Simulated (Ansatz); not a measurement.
All numbers below come from DFT PBE, scalar-relativistic, plane waves, PAW (Ansatz 0.2.0). All cells share a 420 eV cutoff and Γ-centred k meshes spaced at most about 0.3 Å⁻¹ (about 0.25 or finer for metals, 2π included). No spin polarisation.

These are static total energies at zero pressure.

Two forms of InH were relaxed alike.

1.

```xyz
2
Lattice="0.0000 2.6093 2.6093 2.6093 0.0000 2.6093 2.6093 2.6093 0.0000" Properties=species:S:1:pos:R:3 pbc="T T T"
In    0.0000    0.0000    0.0000
H     3.9139    3.9139    3.9139
```

2.

```xyz
4
Lattice="3.6025 0.0000 0.0000 0.0000 3.8358 0.0000 0.0000 0.0000 4.9032" Properties=species:S:1:pos:R:3 pbc="T T T"
In    0.0000    0.0000    3.5853
In    1.8012    1.9179    1.3179
H     0.0000    1.9179    4.8069
H     1.8012    0.0000    0.0963
```

Question: Which would you expect to be lower, and how large is the difference?

Answer: Cell 2 is lower, by 148 meV/atom. Cell 1 has the zinc blende type, space group F-43m (No. 216), 17.8 Å³/atom and no gap on its mesh; cell 2 has space group Pmmn (No. 59), 16.9 Å³/atom and no gap. Counting H atoms around In (those within 1.25 times the shortest such distance or 1.15 times the sum of covalent radii), cell 1 and cell 2 both have In 4. The denser one is the lower, and pressure would at first widen the difference. Even the lower one lies +0.31 eV/atom against the reference forms of the elements (uncorrected), so neither is stable at this level. Both come from invented guesses. The lowest form computed isn't among them: it has space group P6/mmm (No. 191), 16.9 Å³/atom and lies 30 meV/atom below the best shown.

With hydrogen, zero-point motion can shift such differences by 10 meV/atom or more. Cells relaxed within their symmetry can be saddle points. Some types were kept out of the candidates beforehand, so the set may lack a known form.
